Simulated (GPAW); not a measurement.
MoS2:

```
Mo S
1.0
     3.22746    0.00000    0.00000
    -1.61373    2.79507    0.00000
     0.00000    0.00000    6.31247
Mo S
1 2
Direct
  0.00000 0.00000 0.50000
  0.66667 0.33333 0.74468
  0.33333 0.66667 0.25532
```

Measurements of this composition are mostly on another form, of space group No. 194.

Base run:

* Program: GPAW 26.7.0
* Functional: PBEsol
* Potentials or basis: PAW data sets generated in the run's folder for this functional
* Cutoff: 600 eV
* Basis: pw
* k mesh: 9 × 9 × 4
* Occupations: gaussian, width 0.05 eV
* Spin: no spin polarisation

Its results: pressure -3.6 GPa; largest force 0.026 eV/Å.

**Question.** The run is repeated on the same cell with these changes: functional from PBEsol to BLYP; occupations from gaussian, width 0.05 eV to fermi-dirac, width 0.05 eV. What comes out?

**Answer.** Pressure 7.2 GPa; largest force 0.594 eV/Å.

Caveats: this functional lacks dispersion, which binds the layers, so the pressure and a relaxed spacing across them are unreliable.

Not every run made on this cell is shown here.
